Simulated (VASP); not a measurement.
Write the native input for VASP 6.6.1 that does the following.

```
Task                   : relaxation of cell and atoms
Functional             : rev-vdW-DF2
Potentials or basis    : VASP PAW PBE potentials, release 64 (Ge_d, S)
Cutoff                 : 600 eV
k mesh                 : 4 × 8 × 6
Occupations            : gaussian, width 0.03 eV
Spin                   : no spin polarisation
Further INCAR settings : ALGO = Normal; EDIFF = 1e-07; IBRION = 2; EDIFFG = -0.005; NSW = 90; ISIF = 3
```

The structure of GeS lies in POSCAR:

```
GeS                                     
1.0
   10.5593166617      0.0000000000      0.0000000000
    0.0000000000      3.6844820992      0.0000000000
    0.0000000000     -0.0000000000      4.2830015195
  Ge              S             
     4     4
Direct
     0.1226689784955045    0.2500000000000000    0.1255343376777230
     0.3773310215044955    0.7500000000000000    0.6255343376777232
     0.6226689784955045    0.2500000000000000    0.3744656623222772
     0.8773310215044955    0.7500000000000000    0.8744656623222768
     0.8503718055152835    0.2500000000000000    0.4976183101299643
     0.6496281944847165    0.7500000000000000    0.9976183101299644
     0.3503718055152835    0.2500000000000000    0.0023816898700358
     0.1496281944847166    0.7500000000000000    0.5023816898700355
```

The input as run:

INCAR

```
SYSTEM = GeS
PREC = Accurate
ENCUT = 600
EDIFF = 1E-7
ISMEAR = 0
SIGMA = 0.03
LREAL = .FALSE.
LASPH = .TRUE.
NELM = 80
ALGO = Normal
ISIF = 3
LWAVE = .FALSE.
LCHARG = .FALSE.
GGA = MK
LUSE_VDW = .TRUE.
AGGAC = 0.0
PARAM1 = 0.1234
PARAM2 = 0.711357
ZAB_VDW = -1.8867
IBRION = 2
NSW = 90
EDIFFG = -0.005
KPAR = 2
```

KPOINTS

```
regular mesh
0
G
  4 8 6
  0 0 0
```

Potentials or basis: VASP PAW PBE potentials, release 64 (Ge_d, S).

Run with:

```sh
$ cat potpaw_PBE.64/Ge_d/POTCAR potpaw_PBE.64/S/POTCAR > POTCAR
$ mpirun -np 2 vasp_std > vasp.out
```

It gave:

```yaml
Relaxed_volume: 20.84 Å³/atom
Relaxed_cell: a = 10.560 Å, b = 3.685 Å, c = 4.285 Å, α = 90.00°, β = 90.00°, γ = 90.00°
Space_group_after_relaxing_to_0.05_Å: Pnma (No. 62)
Energy_gained_by_relaxing: 0.0 meV/atom
Ionic_steps: 2
Pressure_after_relaxing: 0.0 GPa
Largest_force_after_relaxing: 0.003 eV/Å
Band_gap_on_the_k_mesh: 1.10 eV, indirect (least direct gap 1.17 eV)
```

Caveat: the PAW data sets were made with another functional, which shifts forces and pressure a little.

Run time: 9.5 min on 2 MPI ranks on Intel(R) Xeon(R) Platinum 8488C (Sapphire Rapids), on a shared host, peak memory 1 GiB a rank.
